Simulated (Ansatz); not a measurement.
# In: magnetic field with PBE-PBEsol

The system is In.

```
In
1.0
    -1.62547    1.62547    2.47370
     1.62547   -1.62547    2.47370
     1.62547    1.62547   -2.47370
In
1
Direct
  0.00000 0.00000 0.00000
```

```yaml
Program: Ansatz 0.2.0
Task: magnetic field
Functional: PBE-PBEsol
Potentials_or_basis: all-electron LAPW, scalar-relativistic
Cutoff: 179 eV (chosen from the basis error)
Basis_error_allowed: 0.001 eV/atom
k_mesh: 11 × 11 × 11
Occupations: methfessel-paxton, width 0.1 eV
Spin: collinear spin, random start
Starting_moments: "[0.12] μB"
Magnetic_field: 500 T
```

```yaml
Pressure: 2.9 GPa
Band_gap_on_the_k_mesh: none (metal or under the smearing width)
Net_moment: 0.02 μB per cell
Absolute_moment: 0.02 μB per cell
```

Stress tensor (GPa, compression positive):
```
3.02 0.00 0.00
0.00 3.02 0.00
0.00 0.00 2.68
```

Levels at points of the mesh, in eV from the Fermi level:
Spin up:
```csv
k point,band 7,band 8,band 9,band 10,band 11,band 12,band 13,band 14
"(0.00, 0.00, 0.00)",-14.72,-14.64,-14.53,-9.63,10.39,10.39,10.56,11.58
```
Spin down:
```csv
k point,band 7,band 8,band 9,band 10,band 11,band 12,band 13,band 14
"(0.00, 0.00, 0.00)",-14.66,-14.58,-14.47,-9.56,10.46,10.46,10.63,11.66
```

It took 15 s on 1 thread of Intel(R) Xeon(R) 6975P-C (Granite Rapids), on a shared host, peak memory 0.44 GiB.
